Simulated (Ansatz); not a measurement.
**SnO2 (Cassiterite) under changes of volume**

One of the cells (11.922 Å³/atom); the others are scaled copies at fixed shape and fractional positions:

```
CELL_PARAMETERS angstrom
4.73800 0.00000 0.00000
0.00000 4.73800 0.00000
0.00000 0.00000 3.18650
ATOMIC_POSITIONS crystal
Sn 0.50000 0.50000 0.50000
Sn 0.00000 0.00000 0.00000
O 0.80710 0.19290 0.50000
O 0.69290 0.69290 0.00000
O 0.19290 0.80710 0.50000
O 0.30710 0.30710 0.00000
```

- Program: Ansatz 0.2.0
- Functional: PBE
- Potentials or basis: Ansatz PAW polarizable
- Cutoff: 420 eV (not typed: the program's choice for these potentials)
- k mesh: 6 × 6 × 8
- Occupations: fermi-dirac, width 0.05 eV
- Spin: no spin polarisation

```tsv
volume (Å³/atom)	energy over the lowest point (meV/atom)	pressure (GPa)	gap on the mesh (eV)	largest force (eV/Å)
11.207	105.90	27.7	2.03	0.556
11.445	69.37	21.5	1.77	0.455
11.684	41.46	16.0	1.52	0.362
11.922	21.35	11.1	1.28	0.275
12.161	8.24	6.7	1.05	0.194
12.399	?	?	?	?
12.637	0.00	-0.8	0.63	0.049
```

Problem. What does the run at 12.399 Å³/atom give?

Solution. Energy over the lowest point 1.33 meV/atom; pressure 2.7 GPa; gap on the mesh 0.84 eV; largest force 0.119 eV/Å.

Worked out: A Birch-Murnaghan fit of order 3 (a polynomial in V^(-2/3)) to the other rows has its minimum at 12.58 Å³/atom with B0 = V·E''(V) = 182 GPa and B' = 4.8 at fixed shape and positions, which overstates the stiffness. It gives 1.34 meV/atom at 12.399 Å³/atom, against the run's 1.33, and -dE/dV = 2.7 GPa, against 2.7. A straight line through the other rows of the gap, of slope -11.7 eV per unit of ln V (its deformation potential), gives 0.83 eV, against the run's 0.84.

Energies are extrapolated to zero smearing.

Caveats: spin-orbit coupling is left out, which moves the levels of the heavy elements.
